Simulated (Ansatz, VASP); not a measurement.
## One calculation of Ru, two programs

INCAR

```
SYSTEM = Ru
ALGO = Normal
EDIFF = 1E-6
ENCUT = 520
GGA = PS
ISIF = 2
ISMEAR = -1
LASPH = .TRUE.
LCHARG = .TRUE.
LELF = .TRUE.
LREAL = .FALSE.
LVHAR = .TRUE.
LWAVE = .FALSE.
NBANDS = 13
NELM = 80
PREC = Accurate
SIGMA = 0.1
```

File KPOINTS:

```
k-points
0
G
  15 15 15
  0 0 0
```

File POSCAR:

```
Ru
1.0
    2.4388656056      0.0000000000      0.0000000000
    0.0000000000      2.4388656056      0.0000000000
    0.0000000000      0.0000000000      2.4388656056
Ru
1
Direct
    0.0000000000      0.0000000000      0.0000000000
```

Input for Ansatz:

```yaml
crystal:
  lattice:
    - [2.4388656056, 0.0, 0.0]
    - [0.0, 2.4388656056, 0.0]
    - [0.0, 0.0, 2.4388656056]
  atoms:
    - { symbol: Ru, position: [0.0, 0.0, 0.0] }
kpoints:
  mp_grid: { grid: [15, 15, 15] }
scf:
  occupations: { method: fermi_dirac, width: 0.1 }
hamiltonian:
  xc: pbesol
  pseudopotentials: { kind: all_electron, lapw: { basis_error: 0.001 } }
output:
  forces: true
  stress: true
  eigenvalues: true
  populations: true
```

Change from the starting cell: volume scaled by 0.95, LAPW.

Alike in both runs: task single point; functional PBEsol; k mesh 15 × 15 × 15; occupations fermi-dirac, width 0.1 eV; no spin polarisation.

|  | VASP | Ansatz |
| --- | --- | --- |
| version | VASP 6.6.1 | Ansatz 0.2.0 |
| potentials or method | VASP PAW PBE potentials, release 64 (Ru_pv) | all-electron LAPW, scalar-relativistic |
| plane-wave cutoff (eV) | 520 | see its input |

Ansatz gave:

```
pressure (GPa) : 14.3
```

Question: Which values does VASP return?

Answer: Pressure (GPa): 14.6.

Ansatz ran all-electron here, so the differences hold the error of VASP's frozen core and of both bases.

Caveats: the PAW data sets were made with another functional, which shifts forces and pressure a little (VASP).
